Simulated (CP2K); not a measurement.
# Ba: equation of state with PBE

Ba:

```
Ba
1.0
     4.34139    0.00000    0.00000
    -1.44713    4.09310    0.00000
    -1.44713   -2.04655    3.54473
Ba
1
Direct
  0.00000 0.00000 0.00000
```

```yaml
Program: CP2K 2026.2
Task: equation of state
Functional: PBE
Potentials_or_basis: POTENTIAL_UZH Ba GTH-PBE-q10; TZVP-MOLOPT-PBE-GTH basis
Density_cutoff: 6123 eV
k_mesh: 8 × 8 × 8
Occupations: fermi-dirac, width 0.05 eV
Spin: no spin polarisation
SCF_solver: diagonalisation with k points
Quickstep_method: GPW
EPS_DEFAULT: 1.0E-10
EPS_SCF: 1.0E-6
MAX_SCF: 100
SCF_GUESS: ATOMIC
k_points_reduced_by_the_point_group: yes
Mesh_centred_on_Gamma: yes
CHOLESKY: OFF
EPS_EIGVAL: 1.0E-7
MIXING_METHOD: BROYDEN_MIXING
MIXING_ALPHA: 0.4
NBUFFER: 8
NGRIDS: 4
Basis_sets: Ba TZVP-MOLOPT-PBE-GTH-q10
Potentials: Ba GTH-PBE-q10 of POTENTIAL_UZH
ADDED_MOS: "[8]"
REL_CUTOFF_Ry: 60 Ry
MIXING_BETA_1/bohr: 1.5 1/bohr
CUTOFF_of_the_grids: 450 Ry
```

| Item | Value |
| --- | --- |
| Equilibrium volume | 63.34 Å³/atom |
| Bulk modulus | 9.0 GPa |
| Pressure derivative of the bulk modulus | 3.2 |

Energy against volume, from the lowest point:
| volume (Å³/atom) | energy (meV/atom) |
| --- | --- |
| 59.209 | 8.29 |
| 60.469 | 3.87 |
| 61.729 | 1.15 |
| 62.989 | 0.00 |
| 64.249 | 0.30 |
| 65.508 | 1.93 |
| 66.768 | 4.78 |

All runs of the series together: 5.7 min on 1 thread of Arm Neoverse V1, with other jobs on the host.

Caveat: the basis of atomic orbitals isn't converged, which shifts pressures, moduli and gaps. PBE usually gives volumes a little too large and moduli too small.
